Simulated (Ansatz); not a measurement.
Crystal: Si2Ni.

```xyz
3
Lattice="0.0000 2.7030 2.7030 2.7030 0.0000 2.7030 2.7030 2.7030 0.0000" Properties=species:S:1:pos:R:3 pbc="T T T"
Ni    0.0000    0.0000    0.0000
Si    4.0545    4.0545    4.0545
Si    1.3515    1.3515    1.3515
```

Alike in all runs: program Ansatz 0.2.0; functional PBEsol; potentials or basis Ansatz PAW; cutoff 420 eV (not typed: the program's choice for these potentials); k mesh 7 × 7 × 7; occupations fermi-dirac, width 0.05 eV.

Task: Only the start or the spin constraint differs. Which run ends lowest in energy?
A. collinear spin, ferromagnetic start of up to 0.8 μB; fixed moment 0.8
B. collinear spin, ferromagnetic start of up to 1.2 μB; fixed moment 1.2
C. collinear spin, ferromagnetic start of up to 0.5 μB; fixed moment 0.5
D. collinear spin, program default start; fixed moment 0
E. collinear spin, ferromagnetic start of up to 0.2 μB; fixed moment 0.2
F. collinear spin, ferromagnetic start of up to 1 μB; fixed moment 1

Result: D.

```tsv
start	free energy over the lowest (meV/atom)	net moment (μB)	site or absolute moments (μB)	gap
collinear spin, ferromagnetic start of up to 1.5 μB; fixed moment 1.5	371.4	1.50	Ni +0.60; Si +0.21	-
collinear spin, ferromagnetic start of up to 1 μB; fixed moment 1	178.9	1.00	Ni +0.42; Si +0.14	-
collinear spin, ferromagnetic start of up to 0.2 μB; fixed moment 0.2	9.5	0.20	Ni +0.12; Si +0.03	-
collinear spin, ferromagnetic start of up to 2 μB; fixed moment 2	614.9	2.00	Ni +0.77; Si +0.28	-
collinear spin, ferromagnetic start of up to 1.2 μB; fixed moment 1.2	247.4	1.20	Ni +0.50; Si +0.17	-
collinear spin, program default start; fixed moment 0	0.0	0.00	-	-
collinear spin, ferromagnetic start of up to 0.8 μB; fixed moment 0.8	117.9	0.80	Ni +0.35; Si +0.11	-
collinear spin, ferromagnetic start of up to 0.5 μB; fixed moment 0.5	49.8	0.50	Ni +0.24; Si +0.07	-
```

All polarised runs hold their moment fixed, so the table maps the energy against it. A still lower state may exist.

Caveats: the total moment is fixed, so each spin has its own Fermi level.
